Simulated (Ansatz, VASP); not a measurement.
## MgI2: VASP beside Ansatz

```
CELL_PARAMETERS angstrom
4.21601 0.00000 0.00000
-2.10800 3.65117 0.00000
0.00000 0.00000 6.75907
ATOMIC_POSITIONS crystal
Mg 0.00000 0.00000 0.00000
I 0.33333 0.66667 0.75763
I 0.66667 0.33333 0.24237
```

Change from the starting cell: strain +0.015 along x and y, -0.015 along z, atoms carried along.

Alike in both runs: task single point; functional PBEsol; k mesh 6 × 6 × 4; occupations gaussian, width 0.05 eV; no spin polarisation.

|  | VASP | Ansatz |
| --- | --- | --- |
| version | VASP 6.6.1 | Ansatz 0.2.0 |
| potentials or method | VASP PAW PBE potentials, release 64 (Mg, I) | scalar-relativistic, plane waves, PAW |
| plane-wave cutoff (eV) | 520 | 420 |
| valence electrons in the cell | 16 | 44 |

```csv
,VASP,Ansatz,Ansatz less VASP
gap on the k mesh at the Fermi level (eV),3.30,3.31,+0.014
least direct gap on the mesh (eV),3.32,3.33,+0.011
pressure (GPa),-0.7,-0.6,+0.02
largest component of the traceless stress (GPa),0.80,0.79,-0.006
rms of the force components (eV/Å),0.017,0.014,-0.0022
```

Atom by atom the forces differ by 0.002 eV/Å (rms over components). The two sets of potentials don't hold the same shells in valence.

Caveats: the PAW data sets were made with another functional, which shifts forces and pressure a little (VASP); spin-orbit coupling is left out, which moves the levels of the heavy elements; this functional lacks dispersion, which binds the layers, so the pressure and a relaxed spacing across them are unreliable. A k mesh can miss the band edges.
